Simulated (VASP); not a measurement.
# Si (I4/mmm) in VASP: notebook

Runs on Si. Level: PBE. Tasks: single point.

Everything below comes from runs of VASP 6.6.1. Logs are shortened: lines on timing, memory, paths and dates and some standing lists are left out, and cuts for length are marked.

### 1 The structure

The structure is tetragonal, space group I4/mmm (No. 139). The conventional cell has a = 6.651 Å, b = 6.651 Å, c = 3.845 Å, α = 90.00°, β = 90.00°, γ = 90.00°. Around Si (site symmetry m2m) lie 4 Si at 2.34 to 2.38 Å.

This isn't the form of Si at room conditions, which is diamond.

### 2 Single point, PBE

Input file INCAR:

```
PREC = Accurate
ENCUT = 450
EDIFF = 1E-6
ISMEAR = 0
SIGMA = 0.5
LREAL = False
LASPH = True
NELM = 100
ALGO = Normal
ISIF = 2
LWAVE = False
LCHARG = False
GGA = PE
NBANDS = 16
ADDGRID = False
```

Input file KPOINTS:

```
Automatic mesh
0
Gamma
  5 5 5
```

Input file POSCAR:

```
Si
1.0
   -3.3254442900      3.3254442900      1.9223856600
    3.3254442900     -3.3254442900      1.9223856600
    3.3254442900      3.3254442900     -1.9223856600
Si
4
Direct
    0.8211989400      0.1788010600      0.0000000000
    0.1788010600      0.8211989400      0.0000000000
    0.8211989400      0.8211989400      0.6423978800
    0.1788010600      0.1788010600      0.3576021200
```

Potentials or basis: VASP PAW PBE potentials, release 64 (Si).

Run with:

```bash
$ cat potpaw_PBE.64/Si/POTCAR > POTCAR
$ mpirun -np 1 vasp_std > vasp.out
```

OUTCAR:

```text
PREC = Accurate
   ENCUT = 450
   EDIFF = 1E-6
   ISMEAR = 0
   LREAL = False
   LASPH = True
   NELM = 100
   ISIF = 2
   GGA = PE

 Found     18 irreducible k-points:

 Following reciprocal coordinates:
            Coordinates               Weight
  0.000000  0.000000  0.000000      1.000000
  0.200000  0.000000 -0.000000      8.000000
  0.400000  0.000000  0.000000      8.000000
  0.200000  0.200000 -0.000000      8.000000
  0.400000  0.200000  0.000000     16.000000
 -0.400000  0.200000 -0.000000     16.000000
   k-points           NKPTS =     18   k-points in BZ     NKDIM =     18   number of bands    NBANDS=     16
   number of dos      NEDOS =    301   number of ions     NIONS =      4
   total plane-waves  NPLWV =  46656
   dimension x,y,z NGX =    36 NGY =   36 NGZ =   36
   dimension x,y,z NGXF=    72 NGYF=   72 NGZF=   72
   ions per type =               4
   NGX,Y,Z   is equivalent  to a cutoff of  11.78, 11.78, 11.78 a.u.
   NGXF,Y,Z  is equivalent  to a cutoff of  23.56, 23.56, 23.56 a.u.
 SYSTEM =  unknown system
   PREC   = accura    normal or accurate (medium, high low for compatibility)
   ISTART =      0    job   : 0-new  1-cont  2-samecut
   ICHARG =      2    charge: 1-file 2-atom 10-const
   ISPIN  =      1    spin polarized calculation?
   LNONCOLLINEAR =      F non collinear calculations
   LSORBIT =      F    spin-orbit coupling
   LASPH  =      T    aspherical Exc in radial PAW
   ENCUT  =  450.0 eV  33.07 Ry    5.75 a.u.   8.79  8.79  8.79*2*pi/ulx,y,z
   NELM   =    100;   NELMIN=  2; NELMDL= -5     # of ELM steps
   EDIFF  = 0.1E-05   stopping-criterion for ELM
   LREAL  =      F    real-space projection
   EDIFFG = 0.1E-04   stopping-criterion for IOM
   NSW    =      0    number of steps for IOM
   IBRION =     -1    ionic relax: 0-MD 1-quasi-New 2-CG
   NFREE  =      0    steps in history (QN), initial steepest desc. (CG)
   ISIF   =      2    stress and relaxation
   ISYM   =      2    0-nonsym 1-usesym 2-fastsym
   POTIM  = 0.5000    time-step for ionic-motion
   TEBEG  =    0.0;   TEEND  =   0.0 temperature during run
   PSTRESS=    0.0 pullay stress
   NELECT =      16.0000    total number of electrons
   NUPDOWN=      -1.0000    fix difference up-down
   EMIN   =  10.00;   EMAX   =-10.00  energy-range for DOS
   EFERMI =   0.00;   METHOD = LEGACY
   ISMEAR =     0;   SIGMA  =   0.50  broadening in eV -4-tet -1-fermi 0-gaus
   EFERMI_NEDOS =   21; number of points for ismear=-14 and -15
   IALGO  =     38    algorithm
   IMIX   =      4    mixing-type and parameters
     AMIX     =   0.40;   BMIX     =  1.00
     AMIX_MAG =   1.60;   BMIX_MAG =  1.00
  volume/ion in A,a.u.               =      21.26       143.46
  Fermi-wavevector in a.u.,A,eV,Ry     =   0.938098  1.772748 11.973506  0.880028
  Thomas-Fermi vector in A             =   2.065276
   LORBIT       =      0    0 simple, 1 ext, 2 COOP (PROOUT), +10 PAW based schemes
   GGA     = PE    functional components
   LHFCALC =     F    Hartree Fock is set to
   AEXX    =    0.0000 exact exchange contribution
   IVDW    =     0    specifies the selected vdW correction
   LEPSILON=     F    determine dielectric tensor
   LRPA    =     F    only Hartree local field effects (RPA)
 non-spin polarized calculation
 Gauss-broadening in eV      SIGMA  =   0.50
  energy-cutoff  :      450.00
  volume of cell :       85.04
 maximum number of plane-waves:      1866
   NGX = 17   NGY = 17   NGZ = 17

 number of electron      15.9999999 magnetization

 Free energy of the ion-electron system (eV)
  ---------------------------------------------------
  ext. energy  EPLUGINS =         0.00000000
  ---------------------------------------------------
  free energy    TOTEN  =       -21.27418931 eV

  energy without entropy =      -21.24634372  energy(sigma->0) =      -21.26026652

 E-fermi :   5.5204     XC(G=0):  -9.0839

 val. band max:        5.1336012745   @ k =  -0.4000   0.4000   0.4000
 cond. band min:       5.8937660460   @ k =  -0.2000  -0.2000   0.2000
 fundamental gap:      0.7601647715
 Fermi energy:         5.5203543105

 k-point     1 :       0.0000    0.0000    0.0000
  band No.  band energies     occupation
      1      -6.5974      2.00000
      2      -2.3784      2.00000
      3      -0.1184      2.00000
      4      -0.1184      2.00000
      5       1.6951      2.00000
      6       3.9551      1.99999
      7       3.9551      1.99999
      8       4.8876      1.92651
      9       6.8762      0.00013
     10       7.0432      0.00002
     11       7.0432      0.00002
     12       7.7562      0.00000
     13       7.7562      0.00000
     14       8.6711      0.00000
     15      10.9205      0.00000
     16      12.4065      0.00000

 k-point     2 :       0.2000    0.0000   -0.0000
  band No.  band energies     occupation
      1      -6.1609      2.00000
      2      -2.4157      2.00000
      3      -0.6782      2.00000
      4       0.2986      2.00000
      5       1.9267      2.00000
      6       2.3044      2.00000
      7       2.7459      2.00000
      8       4.1622      1.99988
      9       6.3222      0.02333
     10       7.2026      0.00000
     11       7.6753      0.00000
     12       9.5759      0.00000
     13       9.9798      0.00000
     14      10.1036      0.00000
     15      10.7465      0.00000
     16      12.3134      0.00000

 k-point     3 :       0.4000    0.0000    0.0000
  band No.  band energies     occupation
      1      -5.0121      2.00000
      2      -2.2696      2.00000
      3      -2.1596      2.00000
      4      -0.4131      2.00000
      5       1.1826      2.00000
      6       1.9932      2.00000
      7       3.2294      2.00000
      8       3.5500      2.00000
      9       6.3894      0.01398
     10       7.5738      0.00000
     11       8.4991      0.00000
     12       9.1115      0.00000
     13      10.0695      0.00000
     14      10.7006      0.00000
     15      11.3837      0.00000
     16      13.0521      0.00000

 k-point     4 :       0.2000    0.2000   -0.0000
  band No.  band energies     occupation
      1      -5.1769      2.00000
      2      -2.1627      2.00000
      3      -1.4836      2.00000
      4      -0.9235      2.00000
      5       1.2527      2.00000
      6       2.4363      2.00000
      7       2.5184      2.00000
      8       3.4085      2.00000
      9       6.4292      0.01015
     10       7.4392      0.00000
     11       7.9519      0.00000
     12       9.4360      0.00000
     13      10.3697      0.00000
     14      11.4613      0.00000
     15      12.0135      0.00000
     16      12.8360      0.00000

 k-point     5 :       0.4000    0.2000    0.0000
  band No.  band energies     occupation
      1      -4.6322      2.00000
      2      -3.0094      2.00000
      3      -2.3149      2.00000
      4      -0.2362      2.00000
      5       1.0061      2.00000
      6       2.6997      2.00000
      7       3.0291      2.00000
      8       3.9237      1.99999
      9       6.9166      0.00008
     10       7.2396      0.00000
     11       8.1503      0.00000
     12       8.8323      0.00000
     13       9.7607      0.00000
     14      10.7556      0.00000
     15      12.3658      0.00000
     16      13.2894      0.00000

 k-point     6 :      -0.4000    0.2000   -0.0000
  band No.  band energies     occupation
      1      -5.7493      2.00000
      2      -3.4546      2.00000
      3      -0.9501      2.00000
      4       0.7810      2.00000
      5       1.9488      2.00000
      6       2.7039      2.00000
      7       3.1841      2.00000
      8       3.5849      2.00000
      9       6.6459      0.00145
     10       7.7040      0.00000
     11       8.3413      0.00000
     12       9.3058      0.00000
     13       9.9878      0.00000
     14      10.1556      0.00000
     15      11.3864      0.00000
     16      11.7212      0.00000

 [... further k-points ...]

------------------------ aborting loop because EDIFF is reached ----------------------------------------

  FORCE on cell =-STRESS in cart. coord.  units (eV):
  Direction    XX          YY          ZZ          XY          YZ          ZX
  --------------------------------------------------------------------------------------
  -------------------------------------------------------------------------------------
  Total        0.6118319      0.6118319      0.8594474      0.0000000      0.0000000      0.0000000
  in kB       11.5277051     11.5277051     16.1931017      0.0000000      0.0000000      0.0000000
  external PRESSURE =      13.0828373 kB  Pullay stress =       0.0000000 kB

 VOLUME and BASIS-vectors are now :
 -----------------------------------------------------------------------------
  energy-cutoff  :      450.00
  volume of cell :       85.04
      direct lattice vectors                 reciprocal lattice vectors
    -3.325444290  3.325444290  1.922385660     0.000000000  0.150355849  0.260093492
     3.325444290 -3.325444290  1.922385660     0.150355849  0.000000000  0.260093492
     3.325444290  3.325444290 -1.922385660     0.150355849  0.150355849  0.000000000

 POSITION                                       TOTAL-FORCE (eV/Angst)
 -----------------------------------------------------------------------------------
     -2.13626      2.13626      1.92239        -0.007972      0.007972     -0.000000
      2.13626     -2.13626      1.92239         0.007972     -0.007972     -0.000000
      2.13626      2.13626      1.92239         0.007972      0.007972      0.000000
      1.18919      1.18919     -0.00000        -0.007972     -0.007972     -0.000000
 -----------------------------------------------------------------------------------
    total drift:                               -0.000000     -0.000000     -0.000000

  FREE ENERGIE OF THE ION-ELECTRON SYSTEM (eV)
  ---------------------------------------------------
  free  energy   TOTEN  =       -21.2741893086 eV

  energy  without entropy=      -21.2463437242  energy(sigma->0) =      -21.26026652
```

Run time: 15 s. Hardware: 1 thread of AMD EPYC 9R14 (Zen 4), shared host; peak memory 0.16 GiB.

The run converged, but some of its settings lie outside the range that counts as converged, so its numbers aren't taken as properties of the crystal.

Results:

| Item | Value |
| --- | --- |
| Free energy | -21.2742 eV |
| Pressure | 1.3 GPa |
| Largest force | 0.011 eV/Å |
| Band gap on the k mesh | 0.76 eV, indirect (least direct gap 0.84 eV) |

Caveat: an odd mesh through Γ misses points on the zone boundary, where band edges often lie.

### 3 Single point, PBE

INCAR: that of step 2 with these lines changed.

```diff
@@ -4,3 +4,3 @@
 ISMEAR = 0
-SIGMA = 0.5
+SIGMA = 0.2
 LREAL = False
```

KPOINTS is that of step 2.

POSCAR is that of step 2.

Potentials or basis: VASP PAW PBE potentials, release 64 (Si).

Run with:

```bash
$ cat potpaw_PBE.64/Si/POTCAR > POTCAR
$ mpirun -np 1 vasp_std > vasp.out
```

Wall time 16 s (1 thread of AMD EPYC 9R14 (Zen 4), shared host); peak memory 0.16 GiB.

The run converged, but some of its settings lie outside the range that counts as converged, so its numbers aren't taken as properties of the crystal.

Results:

```yaml
Free_energy: -21.2679 eV
Pressure: 1.4 GPa
Largest_force: 0.007 eV/Å
Band_gap_on_the_k_mesh: 0.76 eV, indirect (least direct gap 0.84 eV)
```

Caveat: an odd mesh through Γ misses points on the zone boundary, where band edges often lie.

### 4 Single point, PBE

INCAR: that of step 3 with these lines changed.

```diff
@@ -4,3 +4,3 @@
 ISMEAR = 0
-SIGMA = 0.2
+SIGMA = 0.1
 LREAL = False
```

KPOINTS is that of step 3.

POSCAR is that of step 3.

Run with:

```bash
$ cat potpaw_PBE.64/Si/POTCAR > POTCAR
$ mpirun -np 1 vasp_std > vasp.out
```

Wall time 16 s (1 thread of AMD EPYC 9R14 (Zen 4), shared host); peak memory 0.16 GiB.

The run converged, but some of its settings lie outside the range that counts as converged, so its numbers aren't taken as properties of the crystal.

What came out:

```yaml
Free_energy: -21.2679 eV
Pressure: 1.4 GPa
Largest_force: 0.007 eV/Å
Band_gap_on_the_k_mesh: 0.76 eV, indirect (least direct gap 0.84 eV)
```

Caveat: an odd mesh through Γ misses points on the zone boundary, where band edges often lie.

### 5 For comparison

An earlier run on the cell as given: functional PBE; potentials or basis VASP PAW PBE potentials, release 64 (Si); cutoff 520 eV; k mesh 8 × 8 × 8; occupations fermi-dirac, width 0.05 eV; no spin polarisation.

* Pressure: 1.3 GPa
* Largest force: 0.008 eV/Å
* Band gap on the k mesh: 0.26 eV, indirect (least direct gap 0.39 eV)
